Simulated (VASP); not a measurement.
**SiC: single point with PBEsol**

**Measured values to compare with.**

“Insight into the structural, elastic and electronic properties of a new orthorhombic 6O-SiC polytype”, 2020, pmc:7200658 quotes, for a bulk crystal of SiC: band gap 2.4 eV (indirect).

The system is SiC.

```xyz
2
Lattice="0.0000 2.1791 2.1791 2.1791 0.0000 2.1791 2.1791 2.1791 0.0000" Properties=species:S:1:pos:R:3 pbc="T T T"
Si    3.2687    3.2687    3.2687
C     0.0000    0.0000    0.0000
```

The cell is a database's computed one.

```json
{
  "Program": "VASP 6.6.1",
  "Task": "single point",
  "Functional": "PBEsol",
  "Potentials or basis": "VASP PAW PBE potentials, release 64 (Si, C_h)",
  "Cutoff": "900 eV",
  "k mesh": "10 × 10 × 10",
  "Occupations": "gaussian, width 0.02 eV",
  "Spin": "no spin polarisation"
}
```

- Pressure: -0.1 GPa
- Band gap on the k mesh: 1.24 eV, indirect (least direct gap 4.44 eV)

Levels at points of the mesh, in eV from the valence-band top:
| k point | band 1 | band 2 | band 3 | band 4 | band 5 | band 6 | band 7 | band 8 |
| --- | --- | --- | --- | --- | --- | --- | --- | --- |
| (0.00, 0.00, 0.00) | -15.42 | 0.00 | 0.00 | 0.00 | 6.19 | 7.24 | 7.24 | 7.24 |
| (0.50, 0.00, 0.00) | -11.82 | -8.60 | -1.06 | -1.06 | 5.37 | 7.14 | 7.14 | 9.92 |
| (0.50, 0.50, 0.00) | -10.35 | -7.83 | -3.21 | -3.21 | 1.24 | 4.20 | 13.95 | 13.95 |

It took 13 s on 1 thread of AMD EPYC 9R14 (Zen 4), on a shared host, peak memory 0.13 GiB.

A measured gap of SiC is 2.4 eV (indirect; quoted in “Insight into the structural, elastic and electronic properties of a new orthorhombic 6O-SiC polytype”, 2020, pmc:7200658); the calculated 1.24 eV misses it by -1.16 eV. The value is that of PBEsol on a finite k mesh, which can miss the band edges, without temperature or zero-point motion. Semilocal functionals fall short of measured gaps as a rule. The cell is a database's relaxed one, not the measured one, which moves gaps too.

Caveat: the cutoff is under 1.25 times the usual one of these potentials, so pressure, stress and relaxed cells hold a basis-set (Pulay) error; the PAW data sets were made with another functional, which shifts forces and pressure a little.
